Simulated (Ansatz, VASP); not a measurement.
One calculation of Cd, two programs

File INCAR:

```
SYSTEM = Cd
ALGO = Fast
EDIFF = 1E-6
ENCUT = 520
GGA = PE
ISIF = 2
ISMEAR = -5
LASPH = .TRUE.
LCHARG = .FALSE.
LREAL = .FALSE.
LWAVE = .FALSE.
NBANDS = 12
NELM = 100
PREC = Accurate
SIGMA = 0.05
```

Contents of KPOINTS:

```
k-points
0
G
  10 10 10
  0 0 0
```

File POSCAR:

```
Cd
1.0
   -1.7843220000      1.7843220000      1.7843220000
    1.7843220000     -1.7843220000      1.7843220000
    1.7843220000      1.7843220000     -1.7843220000
Cd
1
Direct
    0.0000000000      0.0000000000      0.0000000000
```

The input input.yaml:

```yaml
crystal:
  lattice:
    - [-1.784322, 1.784322, 1.784322]
    - [1.784322, -1.784322, 1.784322]
    - [1.784322, 1.784322, -1.784322]
  atoms:
    - { symbol: Cd, position: [0.0, 0.0, 0.0] }
kpoints:
  mp_grid: { grid: [10, 10, 10] }
  band_path:
    path:
      - [0.0, 0.0, 0.0]
      - [0.5, -0.5, 0.5]
      - [0.0, 0.0, 0.5]
      - [0.0, 0.0, 0.0]
      - [0.25, 0.25, 0.25]
      - [0.5, -0.5, 0.5]
    npoints: 10
scf:
  occupations: { method: tetrahedron }
hamiltonian:
  xc: pbe
  pseudopotentials:
    kind: all_electron
    lapw: { basis_error: 0.002 }
    dirac_shells: { Cd: ["3p", "3d"] }
output:
  forces: true
  stress: true
  eigenvalues: true
```

This isn't the form of Cd at room conditions, which is hcp.

Alike in both runs: functional PBE; k mesh 10 × 10 × 10; occupations tetrahedron; no spin polarisation.

|  | VASP | Ansatz |
| --- | --- | --- |
| version | VASP 6.6.1 | Ansatz 0.2.0 |
| potentials or method | VASP PAW PBE potentials, release 64 (Cd) | all-electron LAPW, inner shells corrected to Dirac's equation |
| plane-wave cutoff (eV) | 520 | see its input |
| task | single point | band structure |

```tsv
	VASP	Ansatz	Ansatz less VASP
gap on the k mesh at the Fermi level (eV)	none	none	-
pressure (GPa)	1.6	1.2	-0.41
```

A gap of «none» marks a metal or a gap that the smearing closes. Ansatz ran all-electron here, so the differences hold the error of VASP's frozen core and of both bases.

Caveats: tetrahedron occupations give inexact forces and stress in metals (VASP); with tetrahedron occupations forces and stress needn't match the slope of the energy (Ansatz).
